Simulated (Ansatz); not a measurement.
**ZnSe: from a guess to a relaxed structure**

Aim: relax a trial structure of ZnSe and see where it ends.

Method: DFT PBE, scalar-relativistic, plane waves, PAW, in Ansatz 0.2.0.

## (1) The starting structure

The structure is hexagonal, space group P-6m2 (No. 187). The conventional cell has a = 4.523 Å, b = 4.523 Å, c = 8.809 Å, α = 90.00°, β = 90.00°, γ = 120.00°. Zn (site symmetry 3m) has 4 Se at 2.03 to 2.66 Å in its first shell of neighbours. Around Zn (site symmetry -6m2) lie 6 Zn at 3.53 Å and 6 Se at 3.90 Å. Se (site symmetry 3m) is surrounded by 6 Zn at 2.66 to 3.90 Å. Around Se (site symmetry -6m2) lie 2 Zn at 2.03 Å.

Structure file:

```
Zn Se
1.0
     4.52304    0.00000    0.00000
    -2.26152    3.91706    0.00000
     0.00000    0.00000    8.80877
Zn Se
3 3
Direct
  0.66667 0.33333 0.23070
  0.66667 0.33333 0.76930
  0.33333 0.66667 0.50000
  0.00000 0.00000 0.17080
  0.00000 0.00000 0.82920
  0.66667 0.33333 0.00000
```

The cell is invented: random cell by space group and Wyckoff sites (P-6m2, No. 187). Lengths come from tabulated atomic sizes and are only a guess.

## (2) The guess as it stands, on a coarse mesh

File input.yaml:

```yaml
crystal:
  lattice:
    - [4.52303544, 0.0, 0.0]
    - [-2.26151772, 3.91706359, 0.0]
    - [0.0, 0.0, 8.80877025]
  atoms:
    - { symbol: Zn, position: [0.66666667, 0.33333333, 0.23070232] }
    - { symbol: Zn, position: [0.66666667, 0.33333333, 0.76929768] }
    - { symbol: Zn, position: [0.33333333, 0.66666667, 0.5] }
    - { symbol: Se, position: [0.0, 0.0, 0.17080424] }
    - { symbol: Se, position: [0.0, 0.0, 0.82919576] }
    - { symbol: Se, position: [0.66666667, 0.33333333, 0.0] }
basis:
  ecutwfc: 420
kpoints:
  mp_grid: { grid: [6, 6, 2] }
hamiltonian:
  xc: pbe
scf:
  occupations: { method: gaussian, width: 0.1 }
  lower_state_search: "off"
output:
  forces: true
  stress: true
  eigenvalues: true
```

Started as:

```
$ ansatz run input.yaml --threads 1 --pin off --max-ram 2560MiB --backend cpu --events-out ev --progress --plain --runs-dir out
```

The session goes on with these runs: a loose first relaxation; final relaxation.

Before running it: what results should come out? Wanted: conventional cell; volume; energy over the elements; gap on the mesh.

The runs gave:

| quantity | value |
| --- | --- |
| symmetry at the end (tolerance 0.05 Å) | space group P-6m2 (No. 187) |
| conventional cell | a = 3.825 Å, b = 3.825 Å, c = 10.779 Å, α = 90.00°, β = 90.00°, γ = 120.00° |
| volume | 22.76 Å³/atom |
| energy over the elements | -0.21 eV/atom |
| gap on the mesh | none (metal) |

What this shows: The space group P-6m2 (No. 187) is kept, and the volume per atom shrinks by 12.5 % from the first guess. It lies below the elements, which doesn't yet make it stable: competing phases were not computed in this session. No finished test with a distortion of lower symmetry is shown, so the end may be a saddle point. The final runs have no spin polarisation, so a magnetic state may lie lower.
